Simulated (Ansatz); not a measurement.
The system is SrCl2.

```
CELL_PARAMETERS angstrom
0.00000 3.48835 3.48835
3.48835 0.00000 3.48835
3.48835 3.48835 0.00000
ATOMIC_POSITIONS crystal
Sr 0.00000 0.00000 0.00000
Cl 0.75000 0.75000 0.75000
Cl 0.25000 0.25000 0.25000
```

Base run:

| Item | Value |
| --- | --- |
| Program | Ansatz 0.2.0 |
| Functional | HSE06 |
| Potentials or basis | Ansatz PAW |
| Cutoff | 420 eV (not typed: the program's choice for these potentials) |
| k mesh | 4 × 4 × 4 |
| Occupations | fermi-dirac, width 0.05 eV |
| Spin | no spin polarisation |

Its results: band gap on the k mesh 6.62 eV, indirect (least direct gap 6.83 eV); pressure 0.5 GPa.

After a change of settings the same cell gave: band gap on the k mesh 5.68 eV, indirect (least direct gap 5.74 eV); pressure 3.0 GPa. Which change was it?
A. functional from HSE06 to PBEsol
B. functional from HSE06 to r2SCAN; cutoff from 420 eV (not typed: the program's choice for these potentials) to 500 eV (not typed: the program's choice for these potentials)
C. functional from HSE06 to PBE0
D. functional from HSE06 to RPBE

D.

HSE06 gives the wider gap, since exact exchange removes part of the self-interaction.

Caveats: the PAW data sets come from PBE, with cores solved anew for the run's functional, which leaves a small shift of forces and pressure; the density of states is complete only up to the lowest level of the last band computed; the thresholds are loose for stress (some runs).

Runs at the PBE level aren't shown here.
